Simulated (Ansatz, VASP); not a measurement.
**Ba: VASP beside Ansatz**

INCAR

```
SYSTEM = Ba
PREC = Accurate
ENCUT = 520
EDIFF = 1E-6
ISMEAR = -1
SIGMA = 0.05
LREAL = .FALSE.
LASPH = .TRUE.
NELM = 100
ALGO = Normal
ISIF = 2
LWAVE = .FALSE.
LCHARG = .TRUE.
GGA = PS
LELF = .TRUE.
LVHAR = .TRUE.
NBANDS = 11
```

Contents of KPOINTS:

```
Automatic mesh
0
G
  10 10 10
  0 0 0
```

The input POSCAR:

```
Ba
1.0
   -2.4916387335      2.4916387335      2.4916387335
    2.4916387335     -2.4916387335      2.4916387335
    2.4916387335      2.4916387335     -2.4916387335
Ba
1
Direct
    0.0000000000      0.0000000000      0.0000000000
```

Input for Ansatz:

```yaml
crystal:
  lattice:
    - [-2.4916387335, 2.4916387335, 2.4916387335]
    - [2.4916387335, -2.4916387335, 2.4916387335]
    - [2.4916387335, 2.4916387335, -2.4916387335]
  atoms:
    - { symbol: Ba, position: [0.0, 0.0, 0.0] }
kpoints:
  mp_grid: { grid: [10, 10, 10] }
  band_path:
    path:
      - [0.0, 0.0, 0.0]
      - [0.5, -0.5, 0.5]
      - [0.0, 0.0, 0.5]
      - [0.0, 0.0, 0.0]
      - [0.25, 0.25, 0.25]
      - [0.5, -0.5, 0.5]
      - [0.25, 0.25, 0.25]
      - [0.0, 0.0, 0.5]
    npoints: 5
scf:
  occupations: { method: fermi_dirac, width: 0.05 }
hamiltonian:
  xc: pbesol
  pseudopotentials: { kind: all_electron, lapw: { basis_error: 0.0005 } }
output:
  forces: true
  stress: true
  eigenvalues: true
```

Change from the starting cell: volume scaled by 0.99.

Alike in both runs: task single point; functional PBEsol; k mesh 10 × 10 × 10; occupations fermi-dirac, width 0.05 eV; no spin polarisation.

|  | VASP | Ansatz |
| --- | --- | --- |
| version | VASP 6.6.1 | Ansatz 0.2.0 |
| potentials or method | VASP PAW PBE potentials, release 64 (Ba_sv) | all-electron LAPW, scalar-relativistic |
| plane-wave cutoff (eV) | 520 | see its input |

|  | VASP | Ansatz | Ansatz less VASP |
| --- | --- | --- | --- |
| pressure (GPa) | -0.5 | -0.5 | -0.06 |

Ansatz ran all-electron here, so the differences hold the error of VASP's frozen core and of both bases.

Caveats: the PAW data sets were made with another functional, which shifts forces and pressure a little (VASP). Spin-orbit coupling is left out, which matters for the levels of Ba.
